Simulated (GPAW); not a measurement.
Runs of GPAW 26.7.0 on NiO. Symmetry: Fm-3m, No. 225, cubic system. The conventional cell has a = 4.172 Å, b = 4.172 Å, c = 4.172 Å, α = 90.00°, β = 90.00°, γ = 90.00°. Ni (site symmetry m-3m) is surrounded by 6 O at 2.09 Å. O (site symmetry m-3m) is surrounded by 6 Ni at 2.09 Å. 

```csv
task,level,potentials or basis,U,cell,k mesh,cutoff (eV),smearing,kernel,response ecut,maxiter,response k mesh,response bands,other keys,gap on the mesh (eV),pressure (GPa),moment (μB)
eps q,PBE,"GPAW PAW data sets (gpaw-data 1.2.1), newer versions, pw",-,as given,9 × 9 × 9,650,fermi-dirac 0.05 eV,RPA,50 eV,150,12 × 12 × 12,32,-,none,-,1.75
optical spectrum,PBE,"GPAW PAW data sets (gpaw-data 1.2.1), newer versions, pw",-,as given,9 × 9 × 9,650,fermi-dirac 0.05 eV,RPA,40 eV,150,24 × 24 × 24,44,-,none,-,1.75
single point,RPBE,"the program's PAW data sets (release 1.2.1) made for this functional, pw",-,the cell as VASP's run set it,11 × 11 × 11,800,gaussian 0.1 eV,-,-,150,-,-,-,none,(b),1.81
energy-loss spectrum,PBE,"GPAW PAW data sets (gpaw-data 1.2.1), newer versions, pw",-,as given,9 × 9 × 9,650,fermi-dirac 0.05 eV,RPA,40 eV,150,21 × 21 × 21,44,-,none,-,1.75
single point,PBE,"GPAW PAW data sets (gpaw-data 1.2.1), newer versions, pw",-,as given,9 × 9 × 9,650,fermi-dirac 0.01 eV,-,-,150,-,-,-,none,3.7,(a)
wannier90,TASK+U,"GPAW PAW data sets (gpaw-data 1.2.1), pw",Ni d U = 8 eV,as given,11 × 11 × 11,800,fermi-dirac 0.05 eV,-,-,75,-,-,"several, not listed",4.20,25.6,2.00
```

Alike in all rows: spin collinear, ferromagnetic start.

Q: Fill in the values left out.

A: (a) 1.73; (b) 17.6.

Caveats: a cell with one magnetic atom can't hold antiferromagnetic order, which such compounds often take; semilocal functionals often make such compounds metallic where correlation or magnetic order opens a gap, which also shifts bond lengths (some runs); the stock nickel data set gives pressures a few GPa off other programs (some runs); the intraband term hangs on this k mesh (some runs); the long-wavelength limit can be off by several per cent where d states take part (some runs); independent-particle spectra lack excitons (some runs); so large a pressure means that the cell lies far from this level's equilibrium, or that cutoff or potentials fall short (some runs).

A k mesh can miss the band edges.

A gap of «none» marks a metal or a gap under the smearing width.

The runs don't all hold the same shells in valence.
